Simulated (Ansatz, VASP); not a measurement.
C in VASP and in Ansatz

```
C
1.0
     0.00000    1.78337    1.78337
     1.78337    0.00000    1.78337
     1.78337    1.78337    0.00000
C
2
Direct
  0.75000 0.75000 0.75000
  0.50000 0.50000 0.50000
```

This isn't the form of C at room conditions, which is graphite.

Alike in both runs: task single point; functional PBE; k mesh 13 × 13 × 13; occupations gaussian, width 0.03 eV; no spin polarisation.

|  | VASP | Ansatz |
| --- | --- | --- |
| version | VASP 6.6.1 | Ansatz 0.2.0 |
| potentials or method | VASP PAW PBE potentials, release 64 (C) | Ansatz PAW |
| plane-wave cutoff (eV) | 520 | 420 |
| valence electrons in the cell | 8 | 8 |

VASP gave:

```
gap on the k mesh at the Fermi level (eV) : 4.14
least direct gap on the mesh (eV)         : 5.59
pressure (GPa)                            : 2.5
```

Task: What did Ansatz give for the same quantities?

Result: gap on the k mesh at the Fermi level (eV): 4.15; least direct gap on the mesh (eV): 5.59; pressure (GPa): 1.8.

Caveats: an odd mesh through Γ misses points on the zone boundary, where band edges often lie (VASP); odd divisions of the mesh miss points on the zone boundary, where band edges often lie, so the gap on the mesh can be too wide (Ansatz); the pressure holds a Pulay correction of +1.0 GPa for the finite cutoff (Ansatz). Expect the measured gap to be larger: semilocal functionals such as PBE lack the derivative discontinuity.
